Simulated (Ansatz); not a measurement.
**Dimethylacetamide (C₄H₉NO): basis-set convergence**

How large a basis does dimethylacetamide (C₄H₉NO) need? Two functionals are run in growing sets.

Computed with Ansatz 0.2.0, Gaussian basis. Level: one geometry, several basis sets.

Levels to be run: PBE0-D4/def2-SVP; ωB97M-V/def2-SVP; PBE0-D4/def2-QZVPP; ωB97M-V/def2-QZVPP; the functionals' def2-TZVPP values are taken from earlier runs.

1 further run of the same task is left out (it didn't finish).

## 1. The relaxed structure

An earlier PBE0-D4 in a triple-zeta def2 set relaxation fixed the geometry.

SMILES `CC(=O)N(C)C`, 15 atoms, charge 0, spin multiplicity 1.

Atoms are counted from 1 here; the program's logs count them from 0.

Bond lengths: C1–C2 1.511 Å, C1–H7 1.087 Å, C1–H8 1.092 Å, C1–H9 1.092 Å, C2–O3 1.218 Å, C2–N4 1.363 Å, N4–C5 1.441 Å, N4–C6 1.438 Å, C5–H10 1.087 Å, C5–H11 1.095 Å, C5–H12 1.095 Å, C6–H13 1.086 Å, C6–H14 1.096 Å, C6–H15 1.096 Å. Angles: C2–C1–H7 107.2°, C2–C1–H8 111.9°, C2–C1–H9 111.8°, H7–C1–H8 109.0°, H7–C1–H9 109.0°, H8–C1–H9 108.0°, C1–C2–O3 120.6°, C1–C2–N4 117.5°, O3–C2–N4 121.9°, C2–N4–C5 119.3°, C2–N4–C6 125.2°, C5–N4–C6 115.5°, N4–C5–H10 108.6°, N4–C5–H11 110.6°, N4–C5–H12 110.6°, H10–C5–H11 109.4°, H10–C5–H12 109.5°, H11–C5–H12 108.2° and more.

## 2. PBE0-D4 in def2-SVP

File in.yaml:

```yaml
crystal:
  periodic: [false, false, false]
  atoms:
    - {symbol: C, position_ang: [0.034492, -0.822776, 1.839739]}
    - {symbol: C, position_ang: [0.747937, -0.605232, 0.525497]}
    - {symbol: O, position_ang: [1.854635, -1.076694, 0.335640]}
    - {symbol: N, position_ang: [0.106114, 0.133286, -0.423813]}
    - {symbol: C, position_ang: [0.748045, 0.361284, -1.693927]}
    - {symbol: C, position_ang: [-1.199409, 0.716855, -0.276218]}
    - {symbol: H, position_ang: [0.687356, -1.428722, 2.462767]}
    - {symbol: H, position_ang: [-0.915084, -1.345827, 1.705275]}
    - {symbol: H, position_ang: [-0.169888, 0.120511, 2.351553]}
    - {symbol: H, position_ang: [1.718800, -0.127848, -1.684846]}
    - {symbol: H, position_ang: [0.142091, -0.046486, -2.510293]}
    - {symbol: H, position_ang: [0.881777, 1.433997, -1.870345]}
    - {symbol: H, position_ang: [-1.612518, 0.519493, 0.708543]}
    - {symbol: H, position_ang: [-1.154027, 1.803154, -0.415480]}
    - {symbol: H, position_ang: [-1.892019, 0.314303, -1.024792]}
basis:
  gaussian: {orbitals: def2-SVP}
hamiltonian: {xc: pbe0, dispersion: d4}
output: {orbitals: {seedname: orbitals}}
```

Launch:

```sh
ansatz run in.yaml --threads 2 --pin off --events-out ev --progress --plain --max-ram 32768MiB --backend cpu
```

After this run come: ωB97M-V in def2-SVP; PBE0-D4 in def2-QZVPP; ωB97M-V in def2-QZVPP.

**Question.** What will the summary of the whole plan be? Wanted: PBE0-D4: double and triple zeta above quadruple; ωB97M-V: double and triple zeta above quadruple.

The runs gave:

| quantity | value |
| --- | --- |
| PBE0-D4: double and triple zeta above quadruple | 9.14, 0.43 eV |
| ωB97M-V: double and triple zeta above quadruple | 9.54, 0.42 eV |

What this shows: For PBE0-D4 the step from double to triple zeta gains 8.71 eV and the next only 0.43 eV. Total energies overstate the basis error of differences, where much of it tends to cancel. The LUMO of ωB97M-V is positive and keeps falling with the basis (3.23 to 1.53 eV): an unbound level that the basis holds in place.
